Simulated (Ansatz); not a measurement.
**Where the states of In lie**

```
In
1.0
     1.66964    0.96397    8.20746
    -1.66964    0.96397    8.20746
     0.00000   -1.92793    8.20746
In
3
Direct
  0.00000 0.00000 0.00000
  0.77801 0.77801 0.77801
  0.22199 0.22199 0.22199
```

Structure from Materials Project entry mp-1184502 (possibly hypothetical), not relaxed further.

Spin–orbit coupling is left out, though it moves levels of the heavy atoms by tenths of an eV or more.

Theory: Ansatz 0.2.0, DFT, PBE, all-electron LAPW, scalar-relativistic.

Numerical set-up: a Γ-centred 14×14×14 k mesh, Fermi–Dirac smearing of 0.05 eV, basis error target 0.5 meV/atom, no spin polarisation.

States per eV and cell, averaged over 0.6 eV, from -9.4 to 1.8 eV, with energies (bin centres) from the Fermi level; empty bins are left out. 

| E (eV) | total |
| --- | --- |
| -9.2 | 0.24 |
| -8.6 | 0.44 |
| -8.0 | 0.57 |
| -7.4 | 0.67 |
| -6.8 | 0.77 |
| -6.2 | 0.85 |
| -5.6 | 0.95 |
| -5.0 | 1.13 |
| -4.4 | 1.12 |
| -3.8 | 1.06 |
| -3.2 | 1.20 |
| -2.6 | 1.18 |
| -2.0 | 0.85 |
| -1.4 | 1.38 |
| -0.8 | 1.46 |
| -0.2 | 1.37 |
| 0.4 | 1.48 |
| 1.0 | 1.44 |
| 1.6 | 1.65 |
